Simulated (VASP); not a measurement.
# GaN in VASP: a series of runs, part 2 of 2

VASP 6.6.1.

## Step 3: Relaxation of the atoms, PBEsol

Contents of INCAR:

```
SYSTEM = GaN
  PREC = Accurate
  ENCUT = 520
  EDIFF = 1E-6
  ISMEAR = 0
  SIGMA = 0.03
  LREAL = .False.
  LASPH = .True.
  NELM = 80
  ALGO = Normal
  ISIF = 2
  LWAVE = .False.
  LCHARG = .False.
  LDIPOL = .True.
  IDIPOL = 3
  DIPOL = 0.5 0.5 0.500
  GGA = PS
  IBRION = 2
  NSW = 80
  EDIFFG = -0.02
  KPAR = 4
```

Contents of KPOINTS:

```
regular mesh
0
Gamma
  8 5 1
  0 0 0
```

Contents of POSCAR:

```
GaN
1.0
    3.1802300300      0.0000000000      0.0000000000
    0.0000000000      5.1832170000      0.0000000000
    0.0000000000      0.0000000000     18.6722151400
Ga N
4 4
Direct
    0.9999994900      0.0007600000      0.4016663200
    0.5000004900      0.5007600000      0.4508332400
    0.4999994800      0.0007600000      0.5491667600
    0.0000004800      0.5007600000      0.5983336800
    0.9999994900      0.6242400000      0.4016663200
    0.5000004900      0.1242400000      0.4508332400
    0.4999994800      0.6242400000      0.5491667600
    0.0000004800      0.1242400000      0.5983336800
```

Potentials or basis: VASP PAW PBE potentials, release 64 (Ga_d, N).

The run is started by

```bash
> cat potpaw_PBE.64/Ga_d/POTCAR potpaw_PBE.64/N/POTCAR > POTCAR
> mpirun -np 4 vasp_std > vasp.out
```

It took 12 min on 4 MPI ranks of Intel Xeon 6975P-C (Granite Rapids), shared host; peak memory 0.46 GiB.

Results (log left out):

| Item | Value |
| --- | --- |
| Free energy | -49.1934 eV |
| Energy gained by relaxing | 150.9 meV/atom |
| Ionic steps | 22 |
| Largest force after relaxing | 0.017 eV/Å |
| Band gap on the k mesh | 1.93 eV, indirect (least direct gap 1.99 eV) |

Forces in eV/Å, atoms in the order of the input:
```
Ga   0.000  0.010  0.005
Ga   0.000  0.009 -0.007
Ga   0.000  0.009  0.007
Ga   0.000  0.010 -0.005
N    0.000 -0.003  0.007
N    0.000 -0.017  0.005
N    0.000 -0.017 -0.005
N    0.000 -0.003 -0.007
```

The path:
| step | energy change (eV) | largest force (eV/Å) | pressure (GPa) |
| --- | --- | --- | --- |
| 1 | 0.0000 | 2.5122 | -1.82 |
| 2 | -0.8686 | 1.3078 | -0.52 |
| 3 | -0.9432 | 1.4712 | 0.25 |
| 4 | -1.0845 | 0.6509 | 0.73 |
| 5 | -1.0847 | 0.6307 | 0.71 |
| 6 | -1.1443 | 0.4243 | 1.23 |
| 7 | -1.1497 | 0.4966 | 1.44 |
| 8 | -1.1811 | 0.3336 | 1.76 |
| 9 | -1.1840 | 0.3363 | 1.89 |
| 10 | -1.1978 | 0.1849 | 1.85 |
| 11 | -1.1980 | 0.2012 | 1.84 |
| 12 | -1.2009 | 0.2224 | 1.79 |
| 13 | -1.2014 | 0.1534 | 1.80 |
| 14 | -1.2042 | 0.0948 | 1.67 |
| 15 | -1.2044 | 0.1107 | 1.62 |
| 16 | -1.2061 | 0.0499 | 1.49 |
| 17 | -1.2062 | 0.0599 | 1.45 |
| 18 | -1.2068 | 0.0336 | 1.43 |
| 19 | -1.2068 | 0.0394 | 1.42 |
| 20 | -1.2070 | 0.0442 | 1.40 |
| 21 | -1.2070 | 0.0237 | 1.41 |
| 22 | -1.2071 | 0.0174 | 1.41 |

Final structure:
```
Ga N
1.0
     3.18023    0.00000    0.00000
     0.00000    5.18322    0.00000
     0.00000    0.00000   18.67222
Ga N
4 4
Direct
  0.00000 0.97795 0.41942
  0.50000 0.50374 0.44002
  0.50000 0.00374 0.55998
  0.00000 0.47795 0.58058
  0.00000 0.63294 0.40254
  0.50000 0.13536 0.44922
  0.50000 0.63536 0.55078
  0.00000 0.13294 0.59746
```

Levels at points of the mesh, in eV from the valence-band top:
```csv
k point,band 34,band 35,band 36,band 37,band 38,band 39
"(0.00, 0.00, 0.00)",-0.35,-0.19,-0.05,1.93,3.49,5.16
"(0.50, 0.00, 0.00)",-0.97,-0.65,-0.39,3.66,4.13,5.72
```

Caveat: the PAW data sets were made with another functional, which shifts forces and pressure a little.

## Step 4: Single point, PBEsol

INCAR: that of step 3 with these lines changed.

```diff
@@ -17,5 +17,6 @@
   GGA = PS
-  IBRION = 2
-  NSW = 80
-  EDIFFG = -0.02
+  NBANDS = 46
+  LVHAR = .True.
+  LVACPOTAV = .True.
+  ICORELEVEL = 1
   KPAR = 4
```

KPOINTS is that of step 3.

Contents of POSCAR:

```
GaN                                     
1.0
    3.1802300300      0.0000000000      0.0000000000
    0.0000000000      5.1832170000      0.0000000000
    0.0000000000      0.0000000000     18.6722151400
  Ga              N             
     4     4
Direct
     0.9999994900000004    0.9779468618825903    0.4194187199959210
     0.5000004899999979    0.5037442462463337    0.4400175676413289
     0.4999994799999996    0.0037442462463335    0.5599824323586708
     0.0000004799999971    0.4779468618825906    0.5805812800040788
     0.9999994900000004    0.6329448759030075    0.4025362199456015
     0.5000004899999979    0.1353640159680685    0.4492163171879713
     0.4999994799999996    0.6353640159680682    0.5507836828120288
     0.0000004799999971    0.1329448759030075    0.5974637800543985
```

Potentials or basis: VASP PAW PBE potentials, release 64 (Ga_d, N).

The run is started by

```bash
> cat potpaw_PBE.64/Ga_d/POTCAR potpaw_PBE.64/N/POTCAR > POTCAR
> mpirun -np 4 vasp_std > vasp.out
```

OUTCAR:

```text
SYSTEM = GaN
   PREC = Accurate
   ENCUT = 520
   EDIFF = 1E-6
   ISMEAR = 0
   LREAL = .False.
   LASPH = .True.
   NELM = 80
   ISIF = 2
   GGA = PS

 ion  position               nearest neighbor table
   1  1.000  0.978  0.419-   5 1.82   6 1.87   6 1.87
   2  0.500  0.504  0.440-   5 1.86   5 1.86   6 1.92   7 2.18
   3  0.500  0.004  0.560-   8 1.86   8 1.86   7 1.92   6 2.18
   4  0.000  0.478  0.581-   8 1.82   7 1.87   7 1.87
   5  1.000  0.633  0.403-   1 1.82   2 1.86   2 1.86
[... 961 lines left out ...]
  Total        4.0606299      4.1487090     -0.0842943      0.0000000      0.0000000      0.0000000
  in kB       21.1373345     21.5958245     -0.4387882      0.0000000      0.0000000      0.0000000
  external PRESSURE =      14.0981236 kB  Pullay stress =       0.0000000 kB

 VOLUME and BASIS-vectors are now :
 -----------------------------------------------------------------------------
  energy-cutoff  :      520.00
  volume of cell :      307.79
      direct lattice vectors                 reciprocal lattice vectors
     3.180230030  0.000000000  0.000000000     0.314442663  0.000000000  0.000000000
     0.000000000  5.183217000  0.000000000     0.000000000  0.192930375  0.000000000
     0.000000000  0.000000000 18.672215140     0.000000000  0.000000000  0.053555510

 POSITION                                       TOTAL-FORCE (eV/Angst)
 -----------------------------------------------------------------------------------
      3.18023      5.06891      7.83148         0.000000      0.010284      0.004578
      1.59012      2.61102      8.21610         0.000000      0.008303     -0.008201
      1.59011      0.01941     10.45611         0.000000      0.008303      0.008201
      0.00000      2.47730     10.84074         0.000000      0.010284     -0.004578
      3.18023      3.28069      7.51624         0.000000     -0.002107      0.006278
      1.59012      0.70162      8.38786         0.000000     -0.016480      0.004338
      1.59011      3.29323     10.28435         0.000000     -0.016480     -0.004338
      0.00000      0.68908     11.15597         0.000000     -0.002107     -0.006278
 -----------------------------------------------------------------------------------
    total drift:                               -0.000028      0.001150      0.001277

  FREE ENERGIE OF THE ION-ELECTRON SYSTEM (eV)
  ---------------------------------------------------
  free  energy   TOTEN  =       -49.1934253475 eV

  energy  without entropy=      -49.1934253475  energy(sigma->0) =      -49.19342535

 vacuum level on the upper side and lower side of the slab         3.227         3.227
```

OSZICAR:

```text
N       E                     dE             d eps       ncg     rms          rms(c)
DAV:   1     0.748059998998E+03    0.74806E+03   -0.33915E+04  1498   0.186E+03
DAV:   2     0.861469391713E+02   -0.66191E+03   -0.63441E+03  1678   0.513E+02
DAV:   3    -0.459283378684E+02   -0.13208E+03   -0.13013E+03  1662   0.186E+02
[... 17 lines left out ...]
DAV:  21    -0.491933915964E+02   -0.11145E-03   -0.14328E-05  1738   0.501E-02    0.668E-03
DAV:  22    -0.491934106092E+02   -0.19013E-04   -0.22222E-06  1274   0.200E-02    0.227E-03
DAV:  23    -0.491934197710E+02   -0.91617E-05   -0.10455E-06  1110   0.108E-02    0.900E-04
DAV:  24    -0.491934245401E+02   -0.47691E-05   -0.53416E-07  1124   0.798E-03    0.284E-04
DAV:  25    -0.491934253475E+02   -0.80746E-06   -0.11340E-07  1126   0.289E-03
   1 F= -.49193425E+02 E0= -.49193425E+02  d E =-.833042E-12
```

Run time: 85 s. Hardware: 4 MPI ranks of Intel Xeon 6975P-C (Granite Rapids), shared host; peak memory 0.43 GiB.

What came out:

```yaml
Free_energy: -49.1934 eV
Largest_force: 0.017 eV/Å
Band_gap_on_the_k_mesh: 1.93 eV, indirect (least direct gap 1.99 eV)
Ionisation_potential_of_the_upper_face: 5.80 eV
```

Forces on the atoms (eV/Å):
```
Ga   0.000  0.010  0.005
Ga   0.000  0.008 -0.008
Ga   0.000  0.008  0.008
Ga   0.000  0.010 -0.005
N    0.000 -0.002  0.006
N    0.000 -0.016  0.004
N    0.000 -0.016 -0.004
N    0.000 -0.002 -0.006
```

Core levels (eV, on the scale of the bands):
| atom | levels |
| --- | --- |
| 1 Ga | 1s -10225.3, 2s -1258.8, 2p -1095.2, 3s -144.9, 3p -95.7 |
| 2 Ga | 1s -10224.7, 2s -1258.1, 2p -1094.6, 3s -144.3, 3p -95.1 |
| 3 Ga | 1s -10224.7, 2s -1258.1, 2p -1094.6, 3s -144.3, 3p -95.1 |
| 4 Ga | 1s -10225.3, 2s -1258.8, 2p -1095.2, 3s -144.9, 3p -95.7 |
| 5 N | 1s -377.5 |
| 6 N | 1s -378.4 |

Caveat: the PAW data sets were made with another functional, which shifts forces and pressure a little.
